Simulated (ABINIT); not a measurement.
The system is Ge.

```
Ge
1.0
     0.00000    2.82891    2.82891
     2.82891    0.00000    2.82891
     2.82891    2.82891    0.00000
Ge
2
Direct
  0.75000 0.75000 0.75000
  0.50000 0.50000 0.50000
```

```yaml
Program: ABINIT 10.8.3 (patched build)
Task: relaxation of cell and atoms
Functional: PBE
Potentials_or_basis: PseudoDojo NC SR PBE v0.4.1 standard
Cutoff: 1061 eV
k_mesh: 6 × 6 × 6
Occupations: fermi-dirac, width 0.05 eV
Spin: no spin polarisation
```

At the start: pressure 3.8 GPa; volume 22.64 Å³/atom.

Where does the relaxation end?

Over 4 steps the energy falls by 15.6 meV/atom and the volume is 24.00 Å³/atom (+6.0 %); space group Fd-3m (No. 227, to 0.05 Å).

Step by step:
```
step  energy change (eV)  largest force (eV/Å)  pressure (GPa)  volume (Å³)
   1              0.0000                0.0000            3.81        45.28
   2             -0.0113                0.0000            3.02        45.81
   3             -0.0312                0.0000            0.03        47.97
   4             -0.0312                0.0000            0.00        48.00
```

Final structure:
```yaml
crystal:
  lattice:
    - [0.00000, 2.88448, 2.88448]
    - [2.88448, 0.00000, 2.88448]
    - [2.88448, 2.88448, 0.00000]
  atoms:
    - { symbol: Ge, position: [0.75000, 0.75000, 0.75000] }
    - { symbol: Ge, position: [0.50000, 0.50000, 0.50000] }
```

The cell as given is a measured one (22.64 Å³/atom); PBE puts the equilibrium volume +6.0 % from it, thermal expansion not counted.
